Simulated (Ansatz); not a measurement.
## Equation of state of Ta from a dense series

```xyz
1
Lattice="0.0000 2.1100 2.1100 2.1100 0.0000 2.1100 2.1100 2.1100 0.0000" Properties=species:S:1:pos:R:3 pbc="T T T"
Ta    0.0000    0.0000    0.0000
```

The cell is COD entry 1534932, as deposited and not checked against the literature; nothing was relaxed.

No spin–orbit coupling, which matters for the heavy atoms here.

Method: DFT, PBE, all-electron LAPW, scalar-relativistic in Ansatz 0.2.0.

Settings: a Γ-centred 15×15×15 k mesh, Fermi–Dirac smearing of 0.08 eV, basis error target 0.5 meV/atom, no spin polarisation.

The cell is scaled evenly. Fractional coordinates are held (clamped ions).

| V (Å³/atom) | P (GPa) |
| --- | --- |
| 17.661 | 13.73 |
| 18.036 | 8.92 |
| 18.412 | 4.55 |
| 18.600 | 2.51 |
| 18.788 | 0.57 |
| 18.976 | -1.29 |
| 19.164 | -3.06 |
| 19.539 | -6.36 |
| 19.915 | -9.37 |

Question: Fit a third-order Birch–Murnaghan curve to the pressures.

Answer: P = (3B0/2)(y^(7/2) − y^(5/2))[1 + (3/4)(B0′ − 4)(y − 1)] with y = (V0/V)^(2/3) fits within 0.01 GPa for V0 = 18.844 Å³/atom, B0 = 187.8 GPa and B0′ = 3.69.

Question: Predict the pressure at the withheld volume, 17.670 Å³/atom.

Answer: There y = 1.0438, so the fit gives 13.60 GPa; the run gave 13.60 GPa.
